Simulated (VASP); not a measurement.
A run of VASP 6.6.1 is set up as follows.

The input INCAR:

```
  PREC = Accurate
  ENCUT = 600
  EDIFF = 1E-6
  ISMEAR = 1
  SIGMA = 0.1
  LREAL = False
  LASPH = True
  NELM = 80
  ALGO = Normal
  ISIF = 3
  LWAVE = False
  LCHARG = False
  METAGGA = R2SCAN
  LMIXTAU = True
  IBRION = 2
  NSW = 90
  EDIFFG = -0.01
```

The input KPOINTS:

```
Automatic mesh
0
Gamma
  12 12 12
```

Contents of POSCAR:

```
Rb
1.0
   -2.8025000000      2.8025000000      2.8025000000
    2.8025000000     -2.8025000000      2.8025000000
    2.8025000000      2.8025000000     -2.8025000000
Rb
1
Direct
    0.0000000000      0.0000000000      0.0000000000
```

Potentials or basis: VASP PAW PBE potentials, release 64 (Rb_sv).

The run is started by

```console
$ cat potpaw_PBE.64/Rb_sv/POTCAR > POTCAR
$ mpirun -np 1 vasp_std > vasp.out
```

(1) What does it give for the relaxed cell?

(2) What does it give for the band gap on the k mesh?

(3) Estimate the space group after relaxing (to 0.05 Å).

(4) What does it give for the relaxed volume?

Answers

(1) a = 4.979 Å, b = 4.979 Å, c = 4.979 Å, α = 109.47°, β = 109.47°, γ = 109.47°.

(2) none (metal or under the smearing width).

(3) Im-3m (No. 229).

(4) 95.02 Å³/atom.

Caveat: the PAW data sets were made with another functional, which shifts forces and pressure a little.
